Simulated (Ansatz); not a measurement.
Working through a charge-density difference against the sublattices of GaN, space group F-43m

With Ansatz 0.2.0 through its Python package.

Interactive session:
```pycon
>>> import ansatz as az
>>> import numpy as np
>>> XC = "pbesol"
>>> SMEARING = "Marzari-Vanderbilt"
>>> SMEARING_WIDTH = 0.02
>>> BETA = 0.6
>>> CUTOFF = 460
>>> KMESH = (7, 7, 7)
>>> vectors0 = np.array([
...     [0.0, 2.253501, 2.253501],
...     [2.253501, 0.0, 2.253501],
...     [2.253501, 2.253501, 0.0],
... ])
>>> sites = [
...     ("Ga", [0.0, 0.0, 0.0]),
...     ("N", [0.75, 0.75, 0.75]),
... ]
>>> def on_lattice(cell):
...     crystal = az.Crystal(lattice=az.Lattice.of(cell))
...     for symbol, position in sites:
...         crystal = crystal.atom(symbol, position)
...     return crystal
...
>>> # same cell, cutoff and mesh for the crystal and its parts
>>> def solve(crystal):
...     return (
...         crystal.calculation()
...         .scf(lower_state_search="light")
...         .functional(XC)
...         .occupations(SMEARING, width=SMEARING_WIDTH)
...         .mixing("anderson", ndim=4, beta=BETA)
...         .basis(CUTOFF, grid_basis="typed")
...         .kpoints(*KMESH)
...         .density()
...         .run(threads=1)
...     )
...
>>> whole = solve(on_lattice(vectors0))

>>> difference = whole.density().channels[0].density_e_per_ang3.copy()
>>> binding = whole.report["free_energy_ev"]
>>> for element in ["Ga", "N"]:
...     part = az.Crystal(lattice=az.Lattice.of(vectors0))
...     for symbol, position in sites:
...         if symbol == element:
...             part = part.atom(symbol, position)
...     alone = solve(part)
...     difference -= alone.density().channels[0].density_e_per_ang3
...     binding -= alone.report["free_energy_ev"]
...     print(f"{element} sublattice: {alone.report['n_electrons']:g} electrons, {alone.report['n_iterations']} iterations")
...
Ga sublattice: 13 electrons, 5 iterations
N sublattice: 5 electrons, 5 iterations
>>> voxel = abs(np.linalg.det(vectors0)) / difference.size
>>> print(f"energy of the crystal less its unpolarised sublattices: {binding / len(sites):.4f} eV/atom")
energy of the crystal less its unpolarised sublattices: -4.1360 eV/atom
>>> print(f"net charge of the difference {difference.sum() * voxel:.5f} e, charge moved {0.5 * np.abs(difference).sum() * voxel:.3f} e")
net charge of the difference 0.00000 e, charge moved 0.631 e
>>> print(f"extremes {difference.min():.4f} and {difference.max():.4f} e/A^3")
extremes -0.0969 and 0.5680 e/A^3
>>> for (symbol, position) in sites:
...     index = tuple(int(round(p * n)) % n for p, n in zip(position, difference.shape))
...     print(f"  change of the pseudo-density at the grid point nearest {symbol}: {difference[index]:+.4f} e/A^3")
...
  change of the pseudo-density at the grid point nearest Ga: +0.5680 e/A^3
  change of the pseudo-density at the grid point nearest N: -0.0969 e/A^3
>>> profile = difference.mean(axis=(0, 1))
>>> print("planar mean along the third vector:", np.round(profile[:: max(len(profile) // 12, 1)], 4))
planar mean along the third vector: [ 0.013  -0.02   -0.0452 -0.046  -0.0299 -0.0107  0.0038  0.0126  0.0199
  0.032   0.0396  0.0309]
```

Notes:
- The settings weren't tested for convergence.
- The fields are valence quantities on the plane-wave grid; their values near the nuclei depend on the potentials.
- The structure comes from a database of computed cells and needn't be a stable or known phase.
- Charge moved counts every rearrangement, bonding and polarisation too, and is no transfer between atoms; the bare sublattices are artificial references. Values near the nuclei depend on the potentials.
- Timing: 1.6 s on 1 thread of Arm Neoverse V2, with other jobs on the host, peak memory 0.32 GiB.

(Lines on the test bed's own set-up are left out of the output.)
